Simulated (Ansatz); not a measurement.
Wanted: the native input for an Ansatz 0.2.0 run.

* Task: relaxation of cell and atoms
* Functional: RPBE
* Dispersion: D3(BJ)
* Potentials or basis: Ansatz PAW
* Cutoff: 420 eV (not typed: the program's choice for these potentials)
* k mesh: 12 × 12 × 4
* Occupations: fermi-dirac, width 0.05 eV
* Spin: no spin polarisation

C:

```
C
1.0
     2.52210    0.00000    0.00000
    -1.26105    2.18420    0.00000
     0.00000    0.00000    8.23710
C
8
Direct
  0.66667 0.33333 0.84375
  0.33333 0.66667 0.34375
  0.66667 0.33333 0.65625
  0.33333 0.66667 0.15625
  0.00000 0.00000 0.90625
  0.00000 0.00000 0.40625
  0.00000 0.00000 0.59375
  0.00000 0.00000 0.09375
```

This is a hexagonal form of diamond, not graphite.

The input as run:

input.yaml

```yaml
crystal:
  lattice:
    - [2.5221, 0.0, 0.0]
    - [-1.26105, 2.1842026709, 0.0]
    - [0.0, 0.0, 8.2371]
  atoms:
    - { symbol: C, position: [0.6666666667, 0.3333333333, 0.84375] }
    - { symbol: C, position: [0.3333333333, 0.6666666667, 0.34375] }
    - { symbol: C, position: [0.6666666667, 0.3333333333, 0.65625] }
    - { symbol: C, position: [0.3333333333, 0.6666666667, 0.15625] }
    - { symbol: C, position: [0.0, 0.0, 0.90625] }
    - { symbol: C, position: [0.0, 0.0, 0.40625] }
    - { symbol: C, position: [0.0, 0.0, 0.59375] }
    - { symbol: C, position: [0.0, 0.0, 0.09375] }
hamiltonian:
  xc: rpbe
  pseudopotentials: { kind: paw }
  dispersion: d3bj
kpoints:
  mp_grid: { grid: [12, 12, 4] }
scf:
  occupations: { method: fermi_dirac, width: 0.05 }
output:
  forces: true
  stress: true
  write_density: true
  write_potential: true
  elf: true
  volumetric_format: npy
relax:
  f_tol: 0.01
  max_steps: 40
  cell: { stress_tol: 0.05 }
```

Potentials or basis: Ansatz PAW.

The run is started by

```console
$ ansatz run input.yaml --threads 4 --pin off --max-ram 11264MiB --backend cpu --events-out ev --progress --plain --runs-dir out
```

Results of the run:

```yaml
Relaxed_volume: 5.54 Å³/atom
Relaxed_cell: a = 2.494 Å, b = 2.494 Å, c = 8.226 Å, α = 90.00°, β = 90.00°, γ = 120.00°
Space_group_after_relaxing_to_0.05_Å: P6_3/mmc (No. 194)
Energy_gained_by_relaxing: 6.7 meV/atom
Ionic_steps: 8
Pressure_after_relaxing: 0.0 GPa
Band_gap_on_the_k_mesh: 4.60 eV, indirect (least direct gap 5.36 eV)
```

Caveat: the plane-wave basis is chosen anew once the cell has moved, so the energies of steps on either side of that aren't comparable; the pressure holds a Pulay correction of +0.9 GPa for the finite cutoff; the PAW data sets come from PBE, with cores solved anew for the run's functional, which leaves a small shift of forces and pressure.

It took 8 s on 4 threads of Arm Neoverse V1 (shared host), peak memory 0.37 GiB.
